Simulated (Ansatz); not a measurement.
Write the native input for Ansatz 0.2.0 that does the following.

| Quantity | Value |
| --- | --- |
| Task | relaxation of cell and atoms |
| Functional | PBE |
| Dispersion | D4 |
| Potentials or basis | Ansatz PAW |
| Cutoff | 420 eV (not typed: the program's choice for these potentials) |
| k mesh | 11 × 11 × 6 |
| Occupations | fermi-dirac, width 0.05 eV |
| Spin | no spin polarisation |

The system is Pd.

```
Pd
1.0
     2.78367    0.00000    0.00000
    -1.39183    2.41072    0.00000
     0.00000    0.00000    4.62889
Pd
2
Direct
  0.33333 0.66667 0.25000
  0.66667 0.33333 0.75000
```

This isn't the form of Pd at room conditions, which is fcc.

One way to write it, as run:

input.yaml

```yaml
crystal:
  lattice:
    - [2.7836650458, 0.0, 0.0]
    - [-1.3918325229, 2.4107246453, 0.0]
    - [0.0, 0.0, 4.628893]
  atoms:
    - { symbol: Pd, position: [0.3333333333, 0.6666666667, 0.25] }
    - { symbol: Pd, position: [0.6666666667, 0.3333333333, 0.75] }
hamiltonian:
  xc: pbe
  pseudopotentials: { kind: paw }
  dispersion: d4
kpoints:
  mp_grid: { grid: [11, 11, 6] }
scf:
  occupations: { method: fermi_dirac, width: 0.05 }
output:
  forces: true
  stress: true
  eigenvalues: true
relax:
  f_tol: 0.01
  max_steps: 40
  cell: { stress_tol: 0.05 }
```

Potentials or basis: Ansatz PAW.

Run with:

```console
$ ansatz run input.yaml --threads 2 --pin off --max-ram 5632MiB --backend cpu --events-out ev --progress --plain --runs-dir out
```

It gave:

* Relaxed volume: 14.98 Å³/atom
* Relaxed cell: a = 2.748 Å, b = 2.748 Å, c = 4.582 Å, α = 90.00°, β = 90.00°, γ = 120.00°
* Space group after relaxing (to 0.05 Å): P6_3/mmc (No. 194)
* Energy gained by relaxing: 10.6 meV/atom
* Ionic steps: 7
* Pressure after relaxing: 0.0 GPa
* Band gap on the k mesh: none (metal or under the smearing width)

Caveat: the plane-wave basis is chosen anew once the cell has moved, so the energies of steps on either side of that aren't comparable; pairwise dispersion overbinds metals, which lowers pressure and volume.

Run time: 6 s on 2 threads of Intel(R) Xeon(R) Platinum 8488C (Sapphire Rapids), on a shared host, peak memory 0.4 GiB.
